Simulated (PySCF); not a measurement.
Species: bicyclo[1.1.0]butane, C4H6.
Cartesian coordinates in Å at the PBE0-D3(BJ)/def2-TZVP level; atoms count from 1:
```
atom  x, y, z in Å
C1    -0.8240    0.0548    0.8189
C2     0.5324    0.4798    0.3747
C3     0.8008   -0.6265   -0.5857
C4    -0.4870    0.1201   -0.6305
H5    -1.4794    0.8290    1.2067
H6    -0.9469   -0.9209    1.2911
H7     1.0566    1.4082    0.5300
H8     1.5133   -0.4266   -1.3805
H9     0.8056   -1.6550   -0.2221
H10   -0.9224    0.7108   -1.4195
```

Level of theory: TDDFT CAM-B3LYP/aug-cc-pVTZ, vertical, gas phase, core orbitals frozen in the response in PySCF 2.14.0, density-fitted response routines. Geometry: PBE0-D3(BJ)/def2-TZVP; no solvent, vibrations or thermal averaging.

Transition dipole moments from the ground state, in atomic units and in the frame of the coordinates above (overall signs are arbitrary), for the states with f of 0.002 or more among the lowest 8:

```json
{"state": "S2", "E (eV)": "6.659", "μx": "-0.031", "μy": "-0.526", "μz": "0.220"}
{"state": "S3", "E (eV)": "6.763", "μx": "0.271", "μy": "0.096", "μz": "0.266"}
{"state": "S6", "E (eV)": "7.795", "μx": "0.241", "μy": "-0.102", "μz": "-0.210"}
{"state": "S7", "E (eV)": "7.889", "μx": "-0.261", "μy": "-0.091", "μz": "-0.256"}
{"state": "S8", "E (eV)": "8.052", "μx": "0.006", "μy": "0.097", "μz": "-0.041"}
```

Question: What oscillator strength does each state have?

Answer: f = (2/3) ΔE |μ|² with ΔE in hartree (27.2114 eV).

| state | \|μ\|² (au) | \|μ\| (D) | f |
| --- | --- | --- | --- |
| S2 | 0.327 | 1.45 | 0.053 |
| S3 | 0.153 | 0.99 | 0.025 |
| S6 | 0.113 | 0.85 | 0.022 |
| S7 | 0.142 | 0.96 | 0.027 |
| S8 | 0.011 | 0.27 | 0.002 |

Question: The point group is C2v. Which irreducible representation does each state belong to?

Answer: Polarised along the twofold axis, so A1: S2 and S8. Polarised across the twofold axis, so B1 or B2: S3, S6 and S7. Which of B1 and B2 hangs on the choice of axes; S3 and S7 take one label and S6 the other.

Question: What angle do the transition dipoles of S2 and S3 make?

Answer: |cos θ| = |μa·μb| / (|μa| |μb|) = 0.00, so θ ≈ 90° (taken between 0 and 90°, since the signs are arbitrary).

Question: What peak molar absorption coefficient would the strongest computed level give as a lone Gaussian band 0.3 eV wide at half height?

Answer: ε(max) = 2.175×10⁸ f / FWHM, with the width in cm⁻¹. S2: 2.175×10⁸ × 0.0533 / 2420 ≈ 4800 L mol⁻¹ cm⁻¹.

Hardware: one thread, Arm Neoverse V1 (aarch64), shared host. Cost: 34 s wall, 1.2 GiB resident at most.

Without π bonds the low states may be Rydberg-like; a valence basis with one diffuse set may place them up to an eV too high.
